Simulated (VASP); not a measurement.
# AgCl (Fm-3m) in VASP: single point with HSE06

Aim: the single point of AgCl with HSE06.

Everything below comes from runs of VASP 6.6.1. Logs are shortened: lines on timing, memory, paths and dates and some standing lists are left out, and cuts for length are marked.

**What was measured.**

From a printed reference work, data compilation, for a bulk crystal of AgCl: band gap 3.249 eV (indirect).

The results are compared with them further down.

### 1 Starting point

The structure is cubic, space group Fm-3m (No. 225). The conventional cell has a = 5.446 Å, b = 5.446 Å, c = 5.446 Å, α = 90.00°, β = 90.00°, γ = 90.00°. Around Ag (site symmetry m-3m) lie 6 Cl at 2.72 Å. Cl (site symmetry m-3m) is surrounded by 6 Ag at 2.72 Å.

The cell is a database's computed one.

### 2 Single point, HSE06

The input, POSCAR:

```
AgCl
1.0
    0.0000000000      2.7229700000      2.7229700000
    2.7229700000      0.0000000000      2.7229700000
    2.7229700000      2.7229700000      0.0000000000
Ag Cl
1 1
Direct
    0.0000000000      0.0000000000      0.0000000000
    0.5000000000      0.5000000000      0.5000000000
```

The input, INCAR.step1:

```
ALGO = Normal
EDIFF = 1E-5
ENCUT = 520
GGA = PE
ISIF = 2
ISMEAR = 0
LASPH = True
LCHARG = False
LREAL = False
LWAVE = True
NBANDS = 16
NELM = 100
PREC = Accurate
SIGMA = 0.02
```

The input, INCAR.step2:

```
ALGO = Normal
EDIFF = 1E-6
ENCUT = 520
GGA = PE
HFSCREEN = 0.2
ISIF = 2
ISMEAR = 0
ISTART = 1
LASPH = True
LCHARG = False
LHFCALC = True
LREAL = False
LWAVE = False
NBANDS = 16
NELM = 100
PREC = Accurate
PRECFOCK = Fast
SIGMA = 0.02
```

The input, KPOINTS:

```
k-points
0
Gamma
  6 6 6
```

Potentials or basis: VASP PAW PBE potentials, release 64 (Ag, Cl).

The run is started by

```sh
> cat potpaw_PBE.64/Ag/POTCAR potpaw_PBE.64/Cl/POTCAR > POTCAR
> cp INCAR.step1 INCAR
> mpirun -np 1 vasp_std > vasp.out
> cp INCAR.step2 INCAR
> mpirun -np 1 vasp_std > vasp.out
```

OUTCAR:

```text
EDIFF = 1E-6
   ENCUT = 520
   GGA = PE
   HFSCREEN = 0.2
   ISIF = 2
   ISMEAR = 0
   ISTART = 1
   LASPH = True
   LHFCALC = True
   LREAL = False
   NELM = 100
   PREC = Accurate
   PRECFOCK = Fast

 ion  position               nearest neighbor table
   1  0.000  0.000  0.000-   2 2.72   2 2.72   2 2.72   2 2.72   2 2.72   2 2.72
   2  0.500  0.500  0.500-   1 2.72   1 2.72   1 2.72   1 2.72   1 2.72   1 2.72

  LATTYP: Found a face centered cubic cell.
 ALAT       =     5.4459400000

  Lattice vectors:

 A1 = (   0.0000000000,   2.7229700000,   2.7229700000)
 A2 = (   2.7229700000,   0.0000000000,   2.7229700000)
 A3 = (   2.7229700000,   2.7229700000,   0.0000000000)

Analysis of symmetry for initial positions (statically):
=====================================================================
 Subroutine PRICEL returns:
 Original cell was already a primitive cell.

 Routine SETGRP: Setting up the symmetry group for a
 face centered cubic supercell.

 Subroutine GETGRP returns: Found 48 space group operations
 (whereof 48 operations were pure point group operations)
 out of a pool of 48 trial point group operations.

The static configuration has the point symmetry O_h .

Analysis of symmetry for dynamics (positions and initial velocities):
=====================================================================
 Subroutine PRICEL returns:
 Original cell was already a primitive cell.

 Routine SETGRP: Setting up the symmetry group for a
 face centered cubic supercell.

 Subroutine GETGRP returns: Found 48 space group operations
 (whereof 48 operations were pure point group operations)
 out of a pool of 48 trial point group operations.

The dynamic configuration has the point symmetry O_h .

 Subroutine INISYM returns: Found 48 space group operations
 (whereof 48 operations are pure point group operations),
 and found     1 'primitive' translations

----------------------------------------------------------------------------------------

                                     Primitive cell

  volume of cell :      40.3793

  direct lattice vectors                    reciprocal lattice vectors
     0.000000000  2.722970000  2.722970000    -0.183623029  0.183623029  0.183623029
     2.722970000  0.000000000  2.722970000     0.183623029 -0.183623029  0.183623029
     2.722970000  2.722970000  0.000000000     0.183623029  0.183623029 -0.183623029

  length of vectors
     3.850861104  3.850861104  3.850861104     0.318044416  0.318044416  0.318044416

  position of ions in fractional coordinates (direct lattice)
     0.000000000  0.000000000  0.000000000
     0.500000000  0.500000000  0.500000000

  ion indices of the primitive-cell ions
   primitive index   ion index
                 1           1
                 2           2

----------------------------------------------------------------------------------------

 KPOINTS: k-points

Automatic generation of k-mesh.
 Grid dimensions read from file:
 generate k-points for:    6    6    6

 Generating k-lattice:

  Cartesian coordinates                     Fractional coordinates (reciprocal lattice)
    -0.030603838  0.030603838  0.030603838     0.166666667  0.000000000  0.000000000
     0.030603838 -0.030603838  0.030603838     0.000000000  0.166666667  0.000000000
     0.030603838  0.030603838 -0.030603838     0.000000000  0.000000000  0.166666667

  Length of vectors
     0.053007403  0.053007403  0.053007403

  Shift w.r.t. Gamma in fractional coordinates (k-lattice)
     0.000000000  0.000000000  0.000000000

 Subroutine IBZKPT returns following result:
 ===========================================

 Found     16 irreducible k-points:

 Following reciprocal coordinates:
            Coordinates               Weight
  0.000000  0.000000  0.000000      1.000000
  0.166667  0.000000  0.000000      8.000000
  0.333333  0.000000  0.000000      8.000000
  0.500000  0.000000  0.000000      4.000000
  0.166667  0.166667  0.000000      6.000000
  0.333333  0.166667  0.000000     24.000000
[... 8 lines left out ...]
 -0.333333  0.333333  0.166667     24.000000
 -0.333333  0.500000  0.166667     12.000000
   k-points           NKPTS =     16   k-points in BZ     NKDIM =    216   number of bands    NBANDS=     16
   number of dos      NEDOS =    301   number of ions     NIONS =      2
   total plane-waves  NPLWV =  27000
   dimension x,y,z NGX =    30 NGY =   30 NGZ =   30
   dimension x,y,z NGXF=    60 NGYF=   60 NGZF=   60
   ions per type =               1   1
   NGX,Y,Z   is equivalent  to a cutoff of  12.95, 12.95, 12.95 a.u.
   NGXF,Y,Z  is equivalent  to a cutoff of  25.90, 25.90, 25.90 a.u.
 SYSTEM =  unknown system
   PREC   = accura    normal or accurate (medium, high low for compatibility)
   ISTART =      1    job   : 0-new  1-cont  2-samecut
   ICHARG =      0    charge: 1-file 2-atom 10-const
   ISPIN  =      1    spin polarized calculation?
   LNONCOLLINEAR =      F non collinear calculations
   LSORBIT =      F    spin-orbit coupling
   LASPH  =      T    aspherical Exc in radial PAW
   ENCUT  =  520.0 eV  38.22 Ry    6.18 a.u.   7.16  7.16  7.16*2*pi/ulx,y,z
   NELM   =    100;   NELMIN=  2; NELMDL=  0     # of ELM steps
   EDIFF  = 0.1E-05   stopping-criterion for ELM
   LREAL  =      F    real-space projection
   EDIFFG = 0.1E-04   stopping-criterion for IOM
   NSW    =      0    number of steps for IOM
   IBRION =     -1    ionic relax: 0-MD 1-quasi-New 2-CG
   NFREE  =      0    steps in history (QN), initial steepest desc. (CG)
   ISIF   =      2    stress and relaxation
   ISYM   =      3    0-nonsym 1-usesym 2-fastsym
   POTIM  = 0.5000    time-step for ionic-motion
   TEBEG  =    0.0;   TEEND  =   0.0 temperature during run
   PSTRESS=    0.0 pullay stress
   NELECT =      18.0000    total number of electrons
   NUPDOWN=      -1.0000    fix difference up-down
   EMIN   =  10.00;   EMAX   =-10.00  energy-range for DOS
   EFERMI =   0.00;   METHOD = LEGACY
   ISMEAR =     0;   SIGMA  =   0.02  broadening in eV -4-tet -1-fermi 0-gaus
   EFERMI_NEDOS =   21; number of points for ismear=-14 and -15
   IALGO  =     38    algorithm
   IMIX   =      1    mixing-type and parameters
     AMIX     =   0.40;   BMIX     =  1.00
     AMIX_MAG =   1.60;   BMIX_MAG =  1.00
  volume/ion in A,a.u.               =      20.19       136.25
  Fermi-wavevector in a.u.,A,eV,Ry     =   1.250584  2.363261 21.278967  1.563960
  Thomas-Fermi vector in A             =   2.384571
   LORBIT       =      0    0 simple, 1 ext, 2 COOP (PROOUT), +10 PAW based schemes
   GGA     = PE    functional components
   LHFCALC =     T    Hartree Fock is set to
   PRECFOCK=fast      Normal, Fast or Accurate (Low or Medium for compatibility)
   ENCUT4O =  -1.0   cutoff for four orbital integrals eV
   NKREDX  =     1    reduce k-point grid by
   NKREDY  =     1    reduce k-point grid by
   NKREDZ  =     1    reduce k-point grid by
   AEXX    =    0.2500 exact exchange contribution
   HFSCREEN=    0.2000 screening length (either q_TF or 0.3 A-1)
   HFSCREENC=   0.2000 screening length for correlation (either q_TF or 0.3 A-1)
   ENCUTFOCK=  -1.0 apply spherical cutoff to Coloumb kernel
   IVDW    =     0    specifies the selected vdW correction
   LEPSILON=     F    determine dielectric tensor
   LRPA    =     F    only Hartree local field effects (RPA)
 non-spin polarized calculation
 Gauss-broadening in eV      SIGMA  =   0.02
  energy-cutoff  :      520.00
  volume of cell :       40.38
 maximum number of plane-waves:      1106
 NGX is ok and might be reduce to    30
  NGX = 16; NGY = 16; NGZ = 16

 number of electron      18.0000001 magnetization

 Free energy of the ion-electron system (eV)
  ---------------------------------------------------
  ext. energy  EPLUGINS =         0.00000000
  ---------------------------------------------------
  free energy    TOTEN  =        -6.61767540 eV

  energy without entropy =       -6.61767540  energy(sigma->0) =       -6.61767540

 E-fermi :   3.6066     XC(G=0):  -8.4282

 val. band max:        3.5015137744   @ k =   0.5000   0.0000   0.0000
 cond. band min:       5.8979382553   @ k =   0.0000   0.0000   0.0000
 fundamental gap:      2.3964244810
 Fermi energy:         3.6066002040

 k-point     1 :       0.0000    0.0000    0.0000
  band No.  band energies     occupation
      1     -13.1966      2.00000
      2       0.4142      2.00000
      3       0.4142      2.00000
      4       0.4142      2.00000
      5       0.4151      2.00000
      6       0.4151      2.00000
[... 8 lines left out ...]
     15      19.1970      0.00000
     16      19.1970      0.00000

 k-point     2 :       0.1667    0.0000    0.0000
  band No.  band energies     occupation
      1     -13.0675      2.00000
      2      -0.4410      2.00000
      3      -0.4266      2.00000
      4      -0.4266      2.00000
      5       0.5150      2.00000
      6       0.5150      2.00000
[... 8 lines left out ...]
     15      17.3188      0.00000
     16      18.1043      0.00000

 k-point     3 :       0.3333    0.0000    0.0000
  band No.  band energies     occupation
      1     -12.7904      2.00000
      2      -1.8246      2.00000
      3      -1.1502      2.00000
      4      -1.1502      2.00000
      5       0.7246      2.00000
      6       0.7246      2.00000
[... 8 lines left out ...]
     15      18.1324      0.00000
     16      18.2057      0.00000

 k-point     4 :       0.5000    0.0000    0.0000
  band No.  band energies     occupation
      1     -12.6406      2.00000
      2      -2.4054      2.00000
      3      -1.4060      2.00000
      4      -1.4060      2.00000
      5       0.8338      2.00000
      6       0.8338      2.00000
[... 8 lines left out ...]
     15      19.0723      0.00000
     16      19.0723      0.00000

 k-point     5 :       0.1667    0.1667    0.0000
  band No.  band energies     occupation
      1     -13.0333      2.00000
      2      -1.1103      2.00000
      3       0.0880      2.00000
      4       0.0880      2.00000
      5       0.3214      2.00000
      6       0.4677      2.00000
[... 8 lines left out ...]
     15      19.5426      0.00000
     16      20.0347      0.00000

 k-point     6 :       0.3333    0.1667    0.0000
  band No.  band energies     occupation
      1     -12.8243      2.00000
      2      -1.6967      2.00000
      3      -0.7194      2.00000
      4      -0.6233      2.00000
      5       0.4811      2.00000
      6       0.7476      2.00000
[... 8 lines left out ...]
     15      19.4047      0.00000
     16      20.1960      0.00000
[... 115 lines left out ...]
 k-point    13 :       0.5000    0.5000    0.0000
  band No.  band energies     occupation
      1     -12.6315      2.00000
      2      -1.3382      2.00000
      3       0.0479      2.00000
      4       0.1396      2.00000
      5       0.1396      2.00000
      6       0.6284      2.00000
[... 8 lines left out ...]
     15      20.6119      0.00000
     16      20.6119      0.00000

 k-point    14 :       0.5000    0.3333    0.1667
  band No.  band energies     occupation
      1     -12.6755      2.00000
      2      -1.7889      2.00000
      3      -1.1241      2.00000
      4      -0.6816      2.00000
      5       0.6610      2.00000
      6       0.8316      2.00000
[... 8 lines left out ...]
     15      20.0088      0.00000
     16      21.7373      0.00000

 k-point    15 :      -0.3333    0.3333    0.1667
  band No.  band energies     occupation
      1     -12.5991      2.00000
      2      -1.6624      2.00000
      3      -1.1514      2.00000
      4      -1.1505      2.00000
      5       0.7596      2.00000
      6       0.8549      2.00000
[... 8 lines left out ...]
     15      19.1379      0.00000
     16      20.8051      0.00000

 k-point    16 :      -0.3333    0.5000    0.1667
  band No.  band energies     occupation
      1     -12.5969      2.00000
      2      -1.2142      2.00000
      3      -1.1206      2.00000
      4      -0.7355      2.00000
      5       0.8506      2.00000
      6       0.9622      2.00000
[... 8 lines left out ...]
     15      19.8104      0.00000
     16      20.5790      0.00000

------------------------ aborting loop because EDIFF is reached ----------------------------------------

  FORCE on cell =-STRESS in cart. coord.  units (eV):
  Direction    XX          YY          ZZ          XY          YZ          ZX
  --------------------------------------------------------------------------------------
  -------------------------------------------------------------------------------------
  Total        1.0784824      1.0784824      1.0784824      0.0000000      0.0000000     -0.0000000
  in kB       42.7922449     42.7922449     42.7922449      0.0000000      0.0000000     -0.0000000
  external PRESSURE =      42.7922449 kB  Pullay stress =       0.0000000 kB

 VOLUME and BASIS-vectors are now :
 -----------------------------------------------------------------------------
  energy-cutoff  :      520.00
  volume of cell :       40.38
      direct lattice vectors                 reciprocal lattice vectors
     0.000000000  2.722970000  2.722970000    -0.183623029  0.183623029  0.183623029
     2.722970000  0.000000000  2.722970000     0.183623029 -0.183623029  0.183623029
     2.722970000  2.722970000  0.000000000     0.183623029  0.183623029 -0.183623029

 POSITION                                       TOTAL-FORCE (eV/Angst)
 -----------------------------------------------------------------------------------
      0.00000      0.00000      0.00000         0.000000      0.000000     -0.000000
      2.72297      2.72297      2.72297        -0.000000     -0.000000      0.000000
 -----------------------------------------------------------------------------------
    total drift:                                0.000000     -0.000000      0.000001

  FREE ENERGIE OF THE ION-ELECTRON SYSTEM (eV)
  ---------------------------------------------------
  free  energy   TOTEN  =        -6.6176754046 eV

  energy  without entropy=       -6.6176754046  energy(sigma->0) =       -6.61767540
```

It took 8.2 min on 1 thread of Intel Xeon Platinum 8375C at 2.90GHz (Ice Lake), shared host; peak memory 0.28 GiB.

Results:

| Quantity | Value |
| --- | --- |
| Free energy | -6.6177 eV |
| Pressure | 4.3 GPa |
| Band gap on the k mesh | 2.40 eV, indirect (least direct gap 4.89 eV) |

Caveat: the PAW data sets were made with another functional, which shifts forces and pressure a little.

### 3 Against experiment

Step 2. Measured gap of AgCl: 3.249 eV (indirect; a printed reference work, data compilation). This calculation gives 2.40 eV (-0.85 eV). Spin-orbit coupling on Ag is left out. The value is that of HSE06 on a finite k mesh, which can miss the band edges, without temperature or zero-point motion. The cell is a database's relaxed one, not the measured one, which moves gaps too.
